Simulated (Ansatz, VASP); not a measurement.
## Al in VASP and in Ansatz

```
CELL_PARAMETERS angstrom
3.98208 0.00000 0.00000
0.00000 -3.98208 0.00000
0.00000 0.00000 -3.98208
ATOMIC_POSITIONS crystal
Al 0.00000 0.50000 0.50000
Al 0.50000 0.00000 0.50000
Al 0.50000 0.50000 0.00000
Al 0.00000 0.00000 0.00000
```

Alike in both runs: functional PBE; dispersion D3(BJ); k mesh 10 × 10 × 10; occupations gaussian, width 0.1 eV; no spin polarisation.

Ansatz relaxed the structure, and its values are those at the end. VASP's run is a single point on that final structure, the one shown.

|  | VASP | Ansatz |
| --- | --- | --- |
| version | VASP 6.6.1 | Ansatz 0.2.0 |
| potentials or method | VASP PAW PBE potentials, release 64 (Al) | scalar-relativistic, plane waves, PAW |
| plane-wave cutoff (eV) | 520 | 420 |
| valence electrons in the cell | 12 | 12 |

|  | VASP | Ansatz | Ansatz less VASP |
| --- | --- | --- | --- |
| gap on the k mesh at the Fermi level (eV) | none | none | - |
| pressure (GPa) | 0.1 | 0.1 | +0.04 |

A gap of «none» marks a metal or a gap that the smearing closes.

Caveats: pairwise dispersion overbinds metals, which lowers pressure and volume.
